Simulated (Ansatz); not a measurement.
# Si, omega (AlB2-type): how the functional moves the structure

All rows: Ansatz, plane waves with scalar-relativistic PAW, 420 eV (500 eV for the SCAN forms), relaxed under each functional, no dispersion correction, no zero-point motion. B₀ comes from uniform scaling at fixed shape; a dash is a value not given.

```json
{"functional": "r²SCAN", "V (Å³/atom)": "14.40", "cell": "a = 4.431 Å, c = 2.540 Å (c/a = 0.573)", "B₀ (GPa)": "95", "magnetic state": "spin not included", "ΔE to diamond (meV/atom)": "705"}
{"functional": "PBEsol", "V (Å³/atom)": "14.43", "cell": "a = 4.431 Å, c = 2.546 Å (c/a = 0.575)", "B₀ (GPa)": "103", "magnetic state": "spin not included", "ΔE to diamond (meV/atom)": "376"}
{"functional": "LDA", "V (Å³/atom)": "14.28", "cell": "a = 4.418 Å, c = 2.534 Å (c/a = 0.574)", "B₀ (GPa)": "101", "magnetic state": "spin not included", "ΔE to diamond (meV/atom)": "415"}
{"functional": "revPBE", "V (Å³/atom)": "14.95", "cell": "a = 4.489 Å, c = 2.570 Å (c/a = 0.573)", "B₀ (GPa)": "93", "magnetic state": "spin not included", "ΔE to diamond (meV/atom)": "523"}
{"functional": "RPBE", "V (Å³/atom)": "15.00", "cell": "a = 4.494 Å, c = 2.573 Å (c/a = 0.572)", "B₀ (GPa)": "92", "magnetic state": "spin not included", "ΔE to diamond (meV/atom)": "533"}
{"functional": "BLYP", "V (Å³/atom)": "16.65", "cell": "a = 4.705 Å, c = 2.605 Å (c/a = 0.554)", "B₀ (GPa)": "61", "magnetic state": "spin not included", "ΔE to diamond (meV/atom)": "896"}
```

Q: What does PBE give?

A: V (Å³/atom): 14.81; cell: a = 4.474 Å, c = 2.562 Å (c/a = 0.573); B₀ (GPa): 94; magnetic state: spin not included; ΔE to diamond (meV/atom): 497.
